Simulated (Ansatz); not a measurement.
Crystal: Cs.

```xyz
1
Lattice="-2.7501 2.7501 4.0972 2.7501 -2.7501 4.0972 2.7501 2.7501 -4.0972" Properties=species:S:1:pos:R:3 pbc="T T T"
Cs    0.0000    0.0000    0.0000
```

This isn't the form of Cs at room conditions, which is bcc.

- Program: Ansatz 0.2.0
- Task: relaxation of cell and atoms
- Functional: LDA
- Potentials or basis: Ansatz PAW
- Cutoff: 420 eV (not typed: the program's choice for these potentials)
- k mesh: 7 × 7 × 7
- Occupations: fermi-dirac, width 0.05 eV
- Spin: no spin polarisation

At the start: volume 123.95 Å³/atom.

How do energy, volume and symmetry change on relaxing?

It ends after 6 steps and the volume is 96.43 Å³/atom (-22.2 %); space group I4/mmm (No. 139, to 0.05 Å).

The path:
| step | energy change (eV) | largest force (eV/Å) | volume (Å³) |
| --- | --- | --- | --- |
| 1 | 0.0000 | 0.0000 | 123.95 |
| 2 | -0.0048 | 0.0000 | 122.08 |
| 3 | -0.0358 | 0.0000 | 106.89 |
| 4 | -0.0436 | 0.0000 | 93.24 |
| 5 | -0.0442 | 0.0000 | 96.43 |
| 6 | -0.0442 | 0.0000 | 96.43 |

Final structure:
```
CELL_PARAMETERS angstrom
-2.54575 2.54575 3.71964
2.54575 -2.54575 3.71964
2.54575 2.54575 -3.71964
ATOMIC_POSITIONS crystal
Cs 0.00000 0.00000 0.00000
```

Caveat: the volume moved by over 15 % at a fixed basis, so the end points are rough; the plane-wave basis is chosen anew once the cell has moved, so the energies of steps on either side of that aren't comparable; the PAW data sets come from PBE, with cores solved anew for the run's functional, which leaves a small shift of forces and pressure.
